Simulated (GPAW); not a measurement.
Runs of GPAW 26.7.0 on KBr. The structure is cubic, space group Fm-3m (No. 225). The conventional cell has a = 6.600 Å, b = 6.600 Å, c = 6.600 Å, α = 90.00°, β = 90.00°, γ = 90.00°. Br (site symmetry m-3m) has 6 K at 3.30 Å as nearest neighbours. K (site symmetry m-3m) has 6 Br at 3.30 Å as nearest neighbours. 

```csv
task,level,potentials or basis,spin,k mesh,maxiter,older calculator (legacy_gpaw),band path,band points,spin axis theta (degrees),other keys,gap on the mesh (eV),pressure (GPa),V0 of scaled cells (Å³/atom),B0 (GPa)
single point,PBE,"GPAW PAW data sets (gpaw-data 1.2.1), pw",off,9 × 9 × 9,80,-,-,-,-,"several, not listed",4.44,0.7,-,-
band structure,optB88-vdW,"GPAW PAW data sets (gpaw-data 1.2.1), pw","SOC, no magnetisation",6 × 6 × 6,150,yes,"GXWKGLUWLK,UX",80,54.7,-,4.17,-,-,-
equation of state,PBEsol+D3,"PAW data sets generated in the run's folder for this functional, pw",off,6 × 6 × 6,150,-,-,-,-,-,-,-,34.86,15
equation of state,PBE,"PAW data sets generated in the run's folder for this functional, pw",off,6 × 6 × 6,150,-,-,-,-,-,-,-,37.67,(b)
equation of state,PBE+D3(BJ),"GPAW PAW data sets (gpaw-data 1.2.1), pw",off,6 × 6 × 6,150,-,-,-,-,-,-,-,35.36,16
band structure,PBE,"GPAW PAW data sets (gpaw-data 1.2.1), pw","SOC, no magnetisation",6 × 6 × 6,150,-,"GXWKGLUWLK,UX",100,0,-,(a),0.7,-,-
equation of state,PBEsol,"PAW data sets generated in the run's folder for this functional, pw",off,6 × 6 × 6,150,-,-,-,-,-,-,-,35.12,15
band structure,LDA,"the program's PAW data sets (release 1.2.1) made for this functional, pw","SOC, no magnetisation",6 × 6 × 6,150,-,"GXWKGLUWLK,UX",60,90,-,3.86,-1.7,-,-
```

Alike in all rows: cell as given; cutoff (eV) 600; smearing fermi-dirac 0.05 eV.

**Question.** Fill in the values left out.

**Answer.** (a) 4.27; (b) 13.

Caveats: spin-orbit coupling was added after a scalar SCF, so levels and gaps hold it while energy, forces, pressure and moments don't (some runs); this program's spin-orbit splittings come out too wide for heavy elements (some runs); an odd mesh through Γ misses points on the zone boundary, where band edges often lie (some runs); the PAW data sets were made with another functional, which shifts forces and pressure a little (some runs).

A k mesh can miss the band edges, and rows without SOC leave out spin-orbit coupling on Br.
